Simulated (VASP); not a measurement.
Set up this calculation in VASP 6.6.1, as the native input.

```yaml
Task: single point
Functional: PBEsol
Potentials_or_basis: VASP PAW PBE potentials, release 64 (Sn_d, O)
Cutoff: 900 eV
k_mesh: 10 × 10 × 4
Occupations: gaussian, width 0.05 eV
Spin: no spin polarisation
Further_INCAR_settings: ADDGRID = False; ALGO = Normal; EDIFF = 1e-08
```

The structure of SnO lies in POSCAR:

```
SnO
1.0
    2.5000000000     -2.8600000000      0.0000000000
    2.5000000000      2.8600000000      0.0000000000
    0.0000000000      0.0000000000     11.1200000000
Sn O
4 4
Direct
    0.5553280000      0.4228520000      0.2514500000
    0.4469330000      0.6007220000      0.7429220000
    0.0019760000      0.0186870000      0.5029250000
    0.0098570000      0.0224670000      0.0089750000
    0.9253240000      0.4428490000      0.1147500000
    0.0648010000      0.5860510000      0.6239540000
    0.5754810000      0.0790160000      0.1193040000
    0.4462460000      0.9440460000      0.6229810000
```

The cell isn't the ideal one: grid = ENCUT=900 k=10x10x4 ISMEAR=0 SIGMA=0.05 PREC=Accurate EDIFF=1e-08 LREAL=False ADDGRID=False LASPH=True; atoms moved at random, drawn with an rms of 0.1 Å.

The input as run:

INCAR

```
ADDGRID = False ; ALGO = Normal
EDIFF = 1E-8 ; ENCUT = 900
GGA = PS ; ISIF = 2
ISMEAR = 0 ; LASPH = True
LCHARG = False ; LREAL = False
LWAVE = False ; NELM = 100
PREC = Accurate ; SIGMA = 0.05
```

KPOINTS

```
k-points
0
Gamma
  10 10 4
```

Potentials or basis: VASP PAW PBE potentials, release 64 (Sn_d, O).

The run is started by

```bash
$ cat potpaw_PBE.64/Sn_d/POTCAR potpaw_PBE.64/O/POTCAR > POTCAR
$ mpirun -np 1 vasp_std > vasp.out
```

It gave:

The pressure is 9.6 GPa. The largest force is 10.122 eV/Å and the band gap on the k mesh is none (metal or under the smearing width).

Caveat: the PAW data sets were made with another functional, which shifts forces and pressure a little.

Wall time 58 min on 1 thread of Intel(R) Xeon(R) 6975P-C (Granite Rapids), with other jobs on the host, peak memory 2.3 GiB.
